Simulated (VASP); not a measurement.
Input:

```
Li3N
1.0
    1.82500    -3.16099     0.00000
    1.82500     3.16099     0.00000
    0.00000     0.00000     3.87000
Li N
3 1
Direct
  0.33333   0.66667   0.00000
  0.66667   0.33333   0.00000
  0.00000   0.00000   0.50000
  0.00000   0.00000   0.00000
```

Level of theory: PBE GGA with D3 dispersion (zero damping), VASP's PBE PAW potentials (set 64) (plane waves; VASP). Numerical set-up: 520 eV cut-off, 6×6×5 Γ-centred mesh, Gaussian smearing of 0.050 eV, potentials Li_sv N.

Task: Predict the energy per atom (σ→0), pressure.

Result: 
```json
{
 "energy per atom (σ→0)": "-4.062 eV/atom",
 "pressure": "-3.04 GPa"
}
```

The compound is Li3N in the alpha structure. The cell was not relaxed at this level. The run is one of a series of settings (IVDW = 11 against the base run), some of them coarse on purpose.
